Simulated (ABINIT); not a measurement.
# Ag (Im-3m) in ABINIT: convergence with cutoff

Aim: find how far cutoff must go before the results for Ag settle, at PBE. This setting moves, with any that are tied to it; all else stays.

All numbers are computed with ABINIT 10.8.3 (patched build); they aren't measurements. Logs are shortened: lines on timing, memory, paths and dates and some standing lists are left out, and cuts for length are marked. The log counts tension as positive stress, the text compression.

**1. The structure**

Symmetry: Im-3m, No. 229, cubic system. Conventional cell: a = 3.311 Å, b = 3.311 Å, c = 3.311 Å, α = 90.00°, β = 90.00°, γ = 90.00°. Ag (site symmetry m-3m) has 8 Ag at 2.87 Å as nearest neighbours.

This isn't the form of Ag at room conditions, which is fcc.

**2. With cutoff 16.5 Ha**

run.abi reads:

```
pp_dirpath "./"
pseudos "Ag.upf"

acell 3*1.0 Angstrom
rprim
    -1.6556540000     1.6556540000     1.6556540000
     1.6556540000    -1.6556540000     1.6556540000
     1.6556540000     1.6556540000    -1.6556540000
ntypat 1
znucl 47
natom 1
typat 1
xcart
     0.0000000000     0.0000000000     0.0000000000

ecut 16.5

kptopt 1
ngkpt 11 11 11
nshiftk 1
shiftk 0.0 0.0 0.0

ixc 11

nband 14
occopt 3
tsmear 0.00183747

nstep 100
tolvrs 1.0e-10

iomode 3
prtwf 0
prtden 0
prteig 0
prtebands 0
enunit 2
```

Potentials or basis: PseudoDojo NC SR PBE v0.5 standard.

On the command line:

```bash
abinit run.abi > log 2>&1
```

Run time: 5.3 s. Hardware: 1 thread of Arm Neoverse V2, shared host; peak memory 0.06 GiB.

The run converged, but runs of this kind are known to go wrong with this program or these potentials, so none of its numbers is taken as a property of the crystal.

Caveat: the pressure is absurd: the run is broken; the cutoff is short for stress, so the pressure is rough; a pressure of tens of GPa on the cell as given is suspect, and the run, the potentials or the cell itself is likely at fault.

**3. With cutoff 20.5 Ha**

run.abi: that of step 2 with these lines changed.

```diff
@@ -15,3 +15,3 @@
 
-ecut 16.5
+ecut 20.5
```

Potentials or basis: PseudoDojo NC SR PBE v0.5 standard.

On the command line:

```bash
abinit run.abi > log 2>&1
```

It took 7.5 s on 1 thread of Arm Neoverse V2, shared host; peak memory 0.06 GiB.

The run converged. Its results:

- Free energy: -4210.1932 eV
- Pressure: -271.4 GPa
- Band gap on the k mesh: none (metal or under the smearing width)
- Valence electrons inside the program's atomic spheres: Ag 16.28 (radii [1.0584] Å)

**4. With cutoff 24.5 Ha**

run.abi: that of step 3 with these lines changed.

```diff
@@ -15,3 +15,3 @@
 
-ecut 20.5
+ecut 24.5
```

On the command line:

```bash
abinit run.abi > log 2>&1
```

Wall time 11 s (1 thread of Arm Neoverse V2, shared host); peak memory 0.06 GiB.

The run converged. Its results:

```
Free energy                                           : -4215.7949 eV
Pressure                                              : -112.9 GPa
Band gap on the k mesh                                : none (metal or under the smearing width)
Valence electrons inside the program's atomic spheres : Ag 16.30 (radii [1.0584] Å)
```

**5. With cutoff 28.5 Ha**

run.abi: that of step 4 with these lines changed.

```diff
@@ -15,3 +15,3 @@
 
-ecut 24.5
+ecut 28.5
```

On the command line:

```bash
abinit run.abi > log 2>&1
```

Wall time 13 s (1 thread of Arm Neoverse V2, shared host); peak memory 0.07 GiB.

Results (log left out):

* Free energy: -4217.6114 eV
* Pressure: -40.5 GPa
* Band gap on the k mesh: none (metal or under the smearing width)
* Valence electrons inside the program's atomic spheres: Ag 16.33 (radii [1.0584] Å)

**6. With cutoff 35 Ha**

run.abi: that of step 5 with these lines changed.

```diff
@@ -15,3 +15,3 @@
 
-ecut 28.5
+ecut 35.0
```

Potentials or basis: PseudoDojo NC SR PBE v0.5 standard.

On the command line:

```bash
abinit run.abi > log 2>&1
```

It took 17 s on 1 thread of Arm Neoverse V2, shared host; peak memory 0.07 GiB.

The run converged. Its results:

* Free energy: -4218.2214 eV
* Pressure: -5.1 GPa
* Band gap on the k mesh: none (metal or under the smearing width)
* Valence electrons inside the program's atomic spheres: Ag 16.33 (radii [1.0584] Å)

**7. With cutoff 41 Ha**

run.abi: that of step 6 with these lines changed.

```diff
@@ -15,3 +15,3 @@
 
-ecut 35.0
+ecut 41.0
```

On the command line:

```bash
abinit run.abi > log 2>&1
```

Wall time 20 s (1 thread of Arm Neoverse V2, shared host); peak memory 0.07 GiB.

The run converged. Its results:

| Quantity | Value |
| --- | --- |
| Free energy | -4218.2620 eV |
| Pressure | -1.0 GPa |
| Band gap on the k mesh | none (metal or under the smearing width) |
| Valence electrons inside the program's atomic spheres | Ag 16.30 (radii [1.0584] Å) |

**8. With cutoff 47 Ha**

run.abi: that of step 7 with these lines changed.

```diff
@@ -15,3 +15,3 @@
 
-ecut 41.0
+ecut 47.0
```

On the command line:

```bash
abinit run.abi > log 2>&1
```

It took 27 s on 1 thread of Arm Neoverse V2, shared host; peak memory 0.08 GiB.

It converged, with:

- Free energy: -4218.2629 eV
- Pressure: -0.9 GPa
- Band gap on the k mesh: none (metal or under the smearing width)
- Valence electrons inside the program's atomic spheres: Ag 16.31 (radii [1.0584] Å)

**9. With cutoff 55.5 Ha**

run.abi: that of step 8 with these lines changed.

```diff
@@ -15,3 +15,3 @@
 
-ecut 47.0
+ecut 55.5
```

Potentials or basis: PseudoDojo NC SR PBE v0.5 standard.

On the command line:

```bash
abinit run.abi > log 2>&1
```

It took 36 s on 1 thread of Arm Neoverse V2, shared host; peak memory 0.1 GiB.

Results (log left out):

```yaml
Free_energy: -4218.2631 eV
Pressure: -0.9 GPa
Band_gap_on_the_k_mesh: none (metal or under the smearing width)
Valence_electrons_inside_the_program's_atomic_spheres: Ag 16.32 (radii [1.0584] Å)
```

**10. With cutoff 65.5 Ha**

run.abi: that of step 9 with these lines changed.

```diff
@@ -15,3 +15,3 @@
 
-ecut 55.5
+ecut 65.5
```

Potentials or basis: PseudoDojo NC SR PBE v0.5 standard.

On the command line:

```bash
abinit run.abi > log 2>&1
```

run.abo:

```text
.Version 10.8.3 of ABINIT
 Symmetries : space group Im -3 m (#229); Bravais cI (body-center cubic)
================================================================================
 Values of the parameters that define the memory need of the present run
     intxc =       0    ionmov =       0      iscf =       7    lmnmax =       6
     lnmax =       6     mgfft =      40  mpssoang =       3    mqgrid =    3001
     natom =       1  nloc_mem =       1    nspden =       1   nspinor =       1
    nsppol =       1      nsym =      48    n1xccc =    2501    ntypat =       1
    occopt =       3   xclevel =       2
       mpw =        3129          nfft =       64000          nkpt =          56
================================================================================
================================================================================

--------------------------------------------------------------------------------
------------- Echo of variables that govern the present computation ------------
--------------------------------------------------------------------------------
 -outvars: echo values of preprocessed input variables --------
            acell      1.8897261259E+00  1.8897261259E+00  1.8897261259E+00 Bohr
              amu      1.07868200E+02
             ecut      6.55000000E+01 Hartree
           enunit           2
                       outvar_i_n : Printing only first  50 k-points.
              ixc          11
                       outvar_i_n : Printing only first  50 k-points.
         kptrlatt       11    0    0      0   11    0      0    0   11
          kptrlen      5.96103625E+01
            natom           1
            nband          14
            ngfft          40      40      40
             nkpt          56
            nstep         100
             nsym          48
           ntypat           1
                       prtocc : prtvol=0, do not print more k-points.
           occopt           3
           prtden           0
        prtebands           0
           prteig           0
            prtwf           0
            rprim     -1.6556540000E+00  1.6556540000E+00  1.6556540000E+00
                       1.6556540000E+00 -1.6556540000E+00  1.6556540000E+00
                       1.6556540000E+00  1.6556540000E+00 -1.6556540000E+00
          spgroup         229
           tolvrs      1.00000000E-10
           tsmear      1.83747000E-03 Hartree
            typat      1
                       outvars : Printing only first  50 k-points.
            znucl       47.00000

================================================================================

 chkinp: Checking input parameters for consistency.

================================================================================
== DATASET  1 ==================================================================

--- !DatasetInfo
iteration_state: {dtset: 1, }
dimensions: {natom: 1, nkpt: 56, mband: 14, nsppol: 1, nspinor: 1, nspden: 1, mpw: 3129, }
cutoff_energies: {ecut:  65.5, pawecutdg:  -1.0, }
electrons: {nelect:   1.90000000E+01, charge:   0.00000000E+00, occopt:   3.00000000E+00, tsmear:   1.83747000E-03, }
[... 68 lines left out ...]
pressure_GPa:  -8.5595E-01
xred      :
- [  0.0000E+00,   0.0000E+00,   0.0000E+00, Ag]
cartesian_forces: # hartree/bohr
- [ -0.00000000E+00,  -0.00000000E+00,  -0.00000000E+00, ]
force_length_stats: {min:   0.00000000E+00, max:   0.00000000E+00, mean:   0.00000000E+00, }
...

 Integrated electronic density in atomic spheres:
 ------------------------------------------------
 Atom  Sphere_radius  Integrated_density
    1        2.00000         16.32393510
================================================================================

 ----iterations are completed or convergence reached----

 Mean square residual over all n,k,spin=   29.002E-08; max=  14.681E-05
 reduced coordinates (array xred) for    1 atoms
       0.000000000000      0.000000000000      0.000000000000
 rms dE/dt=  0.0000E+00; max dE/dt=  0.0000E+00; dE/dt below (all hartree)
    1       0.000000000000      0.000000000000      0.000000000000

 cartesian coordinates (angstrom) at end:
    1      0.00000000000000     0.00000000000000     0.00000000000000

 cartesian forces (hartree/bohr) at end:
    1     -0.00000000000000    -0.00000000000000    -0.00000000000000
 frms,max,avg= 0.0000000E+00 0.0000000E+00   0.000E+00  0.000E+00  0.000E+00 h/b

 cartesian forces (eV/Angstrom) at end:
    1     -0.00000000000000    -0.00000000000000    -0.00000000000000
 frms,max,avg= 0.0000000E+00 0.0000000E+00   0.000E+00  0.000E+00  0.000E+00 e/A
 length scales=  1.889726125908  1.889726125908  1.889726125908 bohr
              =  1.000000000000  1.000000000000  1.000000000000 angstroms
 Fermi (or HOMO) energy (hartree) =   0.36474   Average Vxc (hartree)=  -0.45201
 Eigenvalues (hartree) for nkpt=  56  k points:
 kpt#   1, nband= 14, wtk=  0.00075, kpt=  0.0000  0.0000  0.0000 (reduced coord)
  -3.00990   -1.66502   -1.66502   -1.66502    0.09583    0.19330    0.19330    0.19330
   0.23768    0.23768    1.02299    1.02299    1.02299    1.21595
      occupation numbers for kpt#   1
   2.00000    2.00000    2.00000    2.00000    2.00000    2.00000    2.00000    2.00000
   2.00000    2.00000    0.00000    0.00000    0.00000    0.00000
 prteigrs : prtvol=0 or 1, do not print more k-points.

 Fermi (or HOMO) energy (eV) =   9.92505   Average Vxc (eV)= -12.29977
 Eigenvalues (   eV  ) for nkpt=  56  k points:
 kpt#   1, nband= 14, wtk=  0.00075, kpt=  0.0000  0.0000  0.0000 (reduced coord)
 -81.90343  -45.30752  -45.30752  -45.30752    2.60760    5.26005    5.26005    5.26005
   6.46773    6.46773   27.83704   27.83704   27.83704   33.08773
 prteigrs : prtvol=0 or 1, do not print more k-points.

--- !EnergyTerms
iteration_state     : {dtset: 1, }
comment             : Components of total free energy in Hartree
kinetic             :  5.29663228669508E+01
hartree             :  3.68627556535936E+01
xc                  : -2.31541435330924E+01
Ewald energy        : -1.04975675069167E+02
psp_core            :  4.27396555879258E+00
local_psp           : -1.19104693148151E+02
non_local_psp       : -1.88671727974165E+00
internal            : -1.55018184950816E+02
'-kT*entropy'       : -1.25528012144496E-04
total_energy        : -1.55018310478828E+02
total_energy_eV     : -4.21826312163879E+03
band_energy         : -1.36745957263092E+01
...

 Cartesian components of stress tensor (hartree/bohr^3)
  sigma(1 1)=  2.90931861E-05  sigma(3 2)=  0.00000000E+00
  sigma(2 2)=  2.90931861E-05  sigma(3 1)=  0.00000000E+00
  sigma(3 3)=  2.90931861E-05  sigma(2 1)=  0.00000000E+00

-Cartesian components of stress tensor (GPa)         [Pressure= -8.5595E-01 GPa]
- sigma(1 1)=  8.55951085E-01  sigma(3 2)=  0.00000000E+00
- sigma(2 2)=  8.55951085E-01  sigma(3 1)=  0.00000000E+00
- sigma(3 3)=  8.55951085E-01  sigma(2 1)=  0.00000000E+00

== END DATASET(S) ==============================================================
================================================================================

 -outvars: echo values of variables after computation  --------
            acell      1.8897261259E+00  1.8897261259E+00  1.8897261259E+00 Bohr
           etotal     -1.5501831048E+02
            fcart     -0.0000000000E+00 -0.0000000000E+00 -0.0000000000E+00
            rprim     -1.6556540000E+00  1.6556540000E+00  1.6556540000E+00
                       1.6556540000E+00 -1.6556540000E+00  1.6556540000E+00
                       1.6556540000E+00  1.6556540000E+00 -1.6556540000E+00
           strten      2.9093186058E-05  2.9093186058E-05  2.9093186058E-05
                       0.0000000000E+00  0.0000000000E+00  0.0000000000E+00
 Calculation completed.
```

Run time: 40 s. Hardware: 1 thread of Arm Neoverse V2, shared host; peak memory 0.1 GiB.

Results:

- Free energy: -4218.2631 eV
- Pressure: -0.9 GPa
- Band gap on the k mesh: none (metal or under the smearing width)
- Valence electrons inside the program's atomic spheres: Ag 16.32 (radii [1.0584] Å)

**11. Summary**

| cutoff | energy less the tightest run, at zero smearing (meV/atom) | pressure (GPa) | SCF cycles | CPU time (s) | peak memory (GiB) |
| --- | --- | --- | --- | --- | --- |
| 16.5 Ha | 23046.68 | -572.25 | 8 | 5.3 | 0.06 |
| 20.5 Ha | 8070.10 | -271.39 | 7 | 7.5 | 0.06 |
| 24.5 Ha | 2468.21 | -112.87 | 8 | 11 | 0.06 |
| 28.5 Ha | 651.75 | -40.46 | 7 | 13 | 0.07 |
| 35 Ha | 41.69 | -5.13 | 8 | 17 | 0.07 |
| 41 Ha | 1.07 | -1.03 | 8 | 20 | 0.07 |
| 47 Ha | 0.27 | -0.86 | 8 | 27 | 0.08 |
| 55.5 Ha | 0.07 | -0.85 | 8 | 36 | 0.1 |
| 65.5 Ha | 0.00 | -0.86 | 8 | 40 | 0.1 |

Against the tightest run, the energy stays within 1 meV/atom from 47 Ha on; the pressure stays within 0.1 GPa from 47 Ha on. The tightest run that finished is the yardstick and may itself not be fully converged.
